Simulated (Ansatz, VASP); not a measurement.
# Y: VASP beside Ansatz

File INCAR:

```
PREC = Accurate
ENCUT = 520
EDIFF = 1E-7
ISMEAR = 0
SIGMA = 0.15
LREAL = False
LASPH = True
NELM = 100
ALGO = Normal
ISIF = 2
LWAVE = False
LCHARG = False
GGA = PS
NBANDS = 12
```

KPOINTS

```
regular mesh
0
Gamma
  16 16 16
```

POSCAR

```
Y
1.0
    0.0000000000      2.5844000000      2.5844000000
    2.5844000000      0.0000000000      2.5844000000
    2.5844000000      2.5844000000      0.0000000000
Y
1
Direct
    0.0000000000      0.0000000000      0.0000000000
```

Input for Ansatz:

```yaml
crystal:
  lattice:
    - [0.0, 2.5844, 2.5844]
    - [2.5844, 0.0, 2.5844]
    - [2.5844, 2.5844, 0.0]
  atoms:
    - { symbol: "Y", position: [0.0, 0.0, 0.0] }
basis:
  ecutwfc: 420
kpoints:
  mp_grid: { grid: [16, 16, 16] }
hamiltonian:
  xc: pbesol
scf:
  occupations: { method: gaussian, width: 0.15 }
output:
  forces: true
  stress: true
  eigenvalues: true
```

Change from the starting cell: strain +0.040 along x and y, +0.040 along z, atoms carried along.

Alike in both runs: task single point; functional PBEsol; k mesh 16 × 16 × 16; occupations gaussian, width 0.15 eV; no spin polarisation.

|  | VASP | Ansatz |
| --- | --- | --- |
| version | VASP 6.6.1 | Ansatz 0.2.0 |
| potentials or method | VASP PAW PBE potentials, release 64 (Y_sv) | scalar-relativistic, plane waves, PAW |
| plane-wave cutoff (eV) | 520 | 420 |
| valence electrons in the cell | 11 | 11 |

```csv
,VASP,Ansatz,Ansatz less VASP
gap on the k mesh at the Fermi level (eV),none,none,-
pressure (GPa),-4.0,-3.9,+0.08
```

A gap of «none» marks a metal or a gap that the smearing closes. The functional is the same, so the differences come from potentials, cutoffs and numerics.

Caveats: the PAW data sets were made with another functional, which shifts forces and pressure a little (VASP).
